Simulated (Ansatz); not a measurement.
TiO2:

```
CELL_PARAMETERS angstrom
4.59984 0.00000 0.00000
0.00000 4.59984 0.00000
0.00000 0.00000 2.95921
ATOMIC_POSITIONS crystal
Ti 0.00000 0.00000 0.50000
Ti 0.50000 0.50000 0.00000
O 0.30432 0.30432 0.50000
O 0.19568 0.80432 0.00000
O 0.80432 0.19568 0.00000
O 0.69568 0.69568 0.50000
```

The cell is a database's computed one.

A run of Ansatz 0.2.0 on this cell left the log below. Logs are shortened: lines on timing, memory, paths and dates and some standing lists are left out, and cuts for length are marked.

```text
Warning: RAYON_NUM_THREADS=2 ignored (pool sized by the plan → 2); use --threads N
Engine: ansatz 0.2.0, x86_64-unknown-linux-gnu
Pseudopotentials: kind: nc
Pseudopotential: Ti, nc, valence charge 12, recommended cutoff 1142.878222 eV (normal), Ti.nc.azcp (PseudoDojo's, or run here from an input of PseudoDojo's; its table is named by hamiltonian.pseudopotentials.accuracy)
Pseudopotential: O, nc, valence charge 6, recommended cutoff 1251.723767 eV (normal), O.nc.azcp (PseudoDojo's, or run here from an input of PseudoDojo's; its table is named by hamiltonian.pseudopotentials.accuracy)
Functional definition: PBE
  parameter kappa = 0.804
  parameter beta = 0.06672455060314922
  exchange = pbe_x(kappa = kappa, mu = beta*pi^2/3)
  correlation = pbe_c(beta = beta)
Crystal: 6 atoms, lattice volume = 62.613 Å³
Basis set: ecut = 1251.723767 eV, 6321 PW (Γ), exchange–correlation on 108×108×72 points (8 copies of the dense FFT grid, shifted against one another)
Bands: 30, of which v1, the nominal top of the filled ones, is band 24 counted from 1 (23 counted from 0)
Symmetry: 16 space group operations
Space group: P42/mnm (ITA 136), of the structure as read, at distance tolerance 4.0e-5 Å
k-points: 50 of 324
Non-local potential: Ti, projectors of the file, l = 0: 2, l = 1: 2, l = 2: 2
Non-local potential: O, projectors of the file, l = 0: 2, l = 1: 2, l = 2: 1
Initial density: superposition of atomic densities (chi_scale 0.1, normalization cell, long waves kept (reshape's long-wave potential 0.00 eV rms))
Initial wavefunctions: pseudopotential atomic-orbital guess
Functional: x = pbe(κ = 0.804, μ = 0.2195149727645171), c = pbe(β = 0.06672455060314922)
SCF iter   1: F=—  HF=-5045.156917 eV  |F-HF|=—  |Δ(HF+E_count)|=         —  Δρ=7.09e-2  dr2=2.84e0  ethr=3.10e-3  ⟨swp⟩=6.0  Hψ=5990  notcnv=0
[... 74 lines left out ...]
  E_band       = -405.241279
  E_kinetic    = 2464.688374
  E_local      = -3947.661968  (includes V_loc(G=0)·N_el)
  E_nonlocal   = -241.817327
  E_hartree    = 1178.644729
  E_xc         = -932.051876
  E_vxc        = -1037.739829  (∫ρ·V_xc dr)
  E_ewald      = -3566.402328
  E_smearing   = -0.000000  (= −TS)
  E_closure    = -0.000000  (closes the sum)
  Σ components = -5044.600396   (vs F -5044.600396, Δ=0.00e0)
--- Forces (eV/Å), atoms counted from 1 ---
  atom   1  Ti     0.00000000    -0.00000000     0.00000000
  atom   2  Ti     0.00000000     0.00000000     0.00000000
  atom   3  O      0.00150920     0.00150920     0.00000000
  atom   4  O     -0.00150920     0.00150920     0.00000000
  atom   5  O      0.00150920    -0.00150920     0.00000000
  atom   6  O     -0.00150920    -0.00150920     0.00000000
  max |Σ_I F_I| component: 3.69e-18 eV/Å
--- Stress (GPa, compression-positive) ---
       -0.016331       0.000000       0.000000
        0.000000      -0.016331       0.000000
        0.000000       0.000000       0.025260
  P = ⅓ Tr σ = -0.0025 GPa (-0.025 kbar)
--- Band table (eV; the first three rows and the last of 50) ---
  k-point 0: bands = ["-48.1081", "-48.0931", "-24.4200", "-24.4200", "-24.2688", "-24.2688", "-24.2254", "-24.1955", "-9.2433", "-8.1124", "-7.4191", "-7.4191", "3.1462", "3.5827", "4.0599", "5.0860", "5.0860", "6.2877", "6.2877", "6.9042", "8.1255", "8.3627", "8.3627", "8.7991", "10.6791", "10.9604", "11.2344", "11.3156", "11.3156", "13.0882"]
  k-point 1: bands = ["-48.1031", "-48.0890", "-24.4069", "-24.4069", "-24.2766", "-24.2663", "-24.2663", "-24.2492", "-9.1178", "-8.0408", "-7.4772", "-7.4772", "3.3238", "3.7170", "4.2001", "4.9380", "4.9380", "6.5335", "6.5449", "6.5449", "7.6234", "8.1229", "8.1229", "8.7506", "10.9752", "11.0791", "11.1479", "11.4656", "11.4656", "13.2117"]
  k-point 2: bands = ["-48.0902", "-48.0787", "-24.4043", "-24.3833", "-24.3727", "-24.3727", "-24.2611", "-24.2611", "-8.7827", "-7.8730", "-7.6239", "-7.6239", "3.7956", "4.0593", "4.6118", "4.7942", "4.7942", "5.7536", "6.6394", "6.9688", "6.9688", "7.5279", "7.5279", "8.5048", "11.0283", "11.2946", "11.5002", "11.8159", "11.8159", "12.9266"]
  k-point 49: bands = ["-48.0626", "-48.0626", "-24.6313", "-24.6313", "-24.2959", "-24.2959", "-24.2661", "-24.2661", "-7.9837", "-7.9837", "-7.7393", "-7.7393", "4.2221", "4.2221", "4.3413", "4.3413", "5.3596", "5.3596", "6.1449", "6.1449", "7.5544", "7.5544", "8.0952", "8.0952", "11.4228", "11.4228", "11.9748", "11.9748", "12.0026", "12.0026"]
--- Relaxed structure (5 steps of the walk, 5 accepted, 1 SCFs on fresh bases) ---
  F+E_penalty+E_count = -5044.60039594 eV   max|allowed force component| = 1.509e-3 eV/Å   (the final SCF, on the basis selected at the relaxed cell)
  cell:  # Å, volume = 63.8012 Å³
    - [4.640118558222901, 0.0, 0.0]
    - [0.0, 4.640118558222901, 0.0]
    - [0.0, 0.0, 2.9632670975309745]
  atoms:
    - { symbol: Ti, position: [1.8168885457793938e-20, 1.3258375874606404e-20, 0.5] }
    - { symbol: Ti, position: [0.5, 0.5, 0.0] }
    - { symbol: O, position: [0.3051254084440351, 0.3051254084440351, 0.5] }
    - { symbol: O, position: [0.19487459155596493, 0.8051254084440352, 0.0] }
    - { symbol: O, position: [0.8051254084440352, 0.19487459155596493, 0.0] }
    - { symbol: O, position: [0.6948745915559649, 0.6948745915559649, 0.5] }
```

Task: Write the input and the command behind it.

Result: Relaxation of cell and atoms with PBE, no spin polarisation. The files as run (others can give the same):

input.yaml
```yaml
crystal:
  lattice:
    - [4.5998373239, 0.0, 0.0]
    - [0.0, 4.5998373239, 0.0]
    - [0.0, 0.0, 2.95921356]
  atoms:
    - { symbol: Ti, position: [0.0, 0.0, 0.5] }
    - { symbol: Ti, position: [0.5, 0.5, 0.0] }
    - { symbol: O, position: [0.30432132, 0.30432132, 0.5] }
    - { symbol: O, position: [0.19567868, 0.80432132, 0.0] }
    - { symbol: O, position: [0.80432132, 0.19567868, 0.0] }
    - { symbol: O, position: [0.69567868, 0.69567868, 0.5] }
hamiltonian:
  xc: pbe
  pseudopotentials: { kind: nc, accuracy: stringent }
kpoints:
  mp_grid: { grid: [6, 6, 9] }
scf:
  occupations: { method: fermi_dirac, width: 0.05 }
output:
  forces: true
  stress: true
  eigenvalues: true
relax:
  f_tol: 0.01
  max_steps: 40
  cell: { stress_tol: 0.05 }
```

Potentials or basis: PseudoDojo stringent (PBE files).
Run with:
```bash
$ ansatz run input.yaml --threads 2 --pin off --max-ram 5632MiB --backend cpu --events-out ev --progress --plain --runs-dir out
```

Caveat: odd divisions of the mesh miss points on the zone boundary, where band edges often lie, so the gap on the mesh can be too wide; the plane-wave basis is chosen anew once the cell has moved, so the energies of steps on either side of that aren't comparable.
